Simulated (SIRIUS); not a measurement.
The system is Ta.

```
Ta
1.0
    -1.65128    1.65128    1.65128
     1.65128   -1.65128    1.65128
     1.65128    1.65128   -1.65128
Ta
1
Direct
  0.00000 0.00000 0.00000
```

Base run:

```yaml
Program: SIRIUS 7.12.0
Functional: PBE
Potentials_or_basis: JTH 2.0 PBE (PAW)
Cutoff: 557 eV
Density_cutoff: 5442 eV
k_mesh: 11 × 11 × 11
Occupations: fermi-dirac, width 0.05 eV
Spin: no spin polarisation
```

Its results: band gap on the k mesh none (metal or under the smearing width); pressure 2.1 GPa.

Question: The run is repeated on the same cell with these changes: potentials or basis from JTH 2.0 PBE (PAW) to in-house norm-conserving set, PBE (scalar relativistic); cutoff from 557 eV to 1006 eV; density cutoff from 5442 eV to 4025 eV; valence electrons from 13 to 27. What comes out?

Answer: Band gap on the k mesh none (metal or under the smearing width); pressure 2.5 GPa.

Not every run made on this cell is shown here.
